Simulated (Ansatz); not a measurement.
Ta₂Si under pressure: fit and missing row

Ta₂Si, I4/mcm, a = 6.168 Å, c = 5.049 Å. The structure is a Materials Project entry; whether it is the stable form wasn't checked. Ansatz: r2SCAN, PAW, 500 eV, Γ-centred 10×10×10 mesh on 6 atoms, Gaussian smearing 0.10 eV; no spin polarisation. Cell and atoms are relaxed at each pressure, and no other structure is tried, so the rows at high pressure may lie past a change of phase.

```
V (Å³/atom) P (GPa)
          ?    40.01
     14.850    19.96
     15.377     9.98
     15.678     4.98
     15.873     1.99
     16.010     0.00
     16.152    -2.00
```

Task: Take V0 = 16.010 Å³/atom, fit the third-order Birch–Murnaghan form to the other rows, and predict the missing volume.

Result: With the Eulerian strain f = ½[(V0/V)^(2/3) − 1] and y = P/[3f(1 + 2f)^(5/2)], the form is the line y = B0 + 1.5 B0 (B0′ − 4) f. Rows (f, y): 0.02571, 228.3; 0.01363, 228.2; 0.00703, 228.0; 0.00287, 227.8; -0.00293, 230.9. Means f = 0.009262, y = 228.64; Σ(Δf)² = 0.0004841, ΣΔfΔy = -0.02827; the slope is their ratio. y = 229.2 − 58.40 f GPa, so B0 = 229.2 GPa and B0′ = 4 + 2 × (-58.40)/(3 × 229.2) = 3.83. P = 40.01 GPa is met at f = 0.04704 (y = 226.45), so V = V0 (1 + 2f)^(−3/2) = 13.990 Å³/atom. The run gave 13.998 Å³/atom, so the fit is 0.008 Å³/atom too low, a small miss on the scale of the series. The form still works here, 91 % of the fitted range beyond its end. With a term in f² added B0′ becomes 3.22, so this figure hangs on the form.

Spin–orbit coupling is left out, which can shift energies with elements as heavy as these.